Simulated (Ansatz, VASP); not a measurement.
# Two plane-wave programs on SrCl2

The input POSCAR:

```
SrCl2
1.0
    0.0000000000      3.1053838061      4.3910127018
    3.1053838061      0.0000000000      4.3910127018
    3.1053838061      3.1053838061      0.0000000000
Sr Cl
1 2
Direct
    0.0000000000      0.0000000000      0.0000000000
    0.2500000000      0.2500000000      0.2500000000
    0.7500000000      0.7500000000      0.7500000000
```

The input INCAR.step1:

```
  PREC = Accurate
  ENCUT = 520
  ISMEAR = 0
  SIGMA = 0.05
  LREAL = F
  LASPH = T
  NELM = 100
  NBANDS = 19
  GGA = PE
  ALGO = Normal
  EDIFF = 1E-4
  LWAVE = T
  LCHARG = F
```

The input INCAR.step2:

```
  PREC = Accurate
  ENCUT = 520
  EDIFF = 1E-6
  ISMEAR = 0
  SIGMA = 0.05
  LREAL = F
  LASPH = T
  NELM = 100
  ALGO = Normal
  ISIF = 2
  LWAVE = F
  LCHARG = F
  METAGGA = R2SCAN
  LMIXTAU = T
  NBANDS = 19
  ISTART = 1
```

File KPOINTS:

```
regular mesh
0
Gamma
  6 6 6
```

Input for Ansatz:

```yaml
crystal:
  lattice:
    - [0.0, 3.1053838061, 4.3910127018]
    - [3.1053838061, 0.0, 4.3910127018]
    - [3.1053838061, 3.1053838061, 0.0]
  atoms:
    - { symbol: Sr, position: [0.0, 0.0, 0.0] }
    - { symbol: Cl, position: [0.25, 0.25, 0.25] }
    - { symbol: Cl, position: [0.75, 0.75, 0.75] }
basis:
  ecutwfc: 500
kpoints:
  mp_grid: { grid: [6, 6, 6] }
hamiltonian:
  xc: r2scan
scf:
  occupations: { method: gaussian, width: 0.05 }
output:
  forces: true
  stress: true
  eigenvalues: true
```

Alike in both runs: task single point; functional r2SCAN; k mesh 6 × 6 × 6; occupations gaussian, width 0.05 eV; no spin polarisation.

```csv
,VASP,Ansatz
version,VASP 6.6.1,Ansatz 0.2.0
potentials or method,"VASP PAW PBE potentials, release 64 (Sr_sv, Cl)","scalar-relativistic, plane waves, PAW"
plane-wave cutoff (eV),520,500
valence electrons in the cell,24,24
```

|  | VASP | Ansatz | Ansatz less VASP |
| --- | --- | --- | --- |
| gap on the k mesh at the Fermi level (eV) | 2.40 | 2.39 | -0.003 |
| least direct gap on the mesh (eV) | 2.84 | 2.84 | -0.003 |
| pressure (GPa) | 1.3 | 1.3 | -0.01 |
| largest component of the traceless stress (GPa) | 15.16 | 15.22 | +0.057 |

With one functional, cell and mesh, what is left measures potentials, basis and numerics.

Caveats: the PAW data sets were made with another functional, which shifts forces and pressure a little (VASP). A k mesh can miss the band edges. r2SCAN opens gaps a little over a GGA but as a rule still falls short of measured ones.
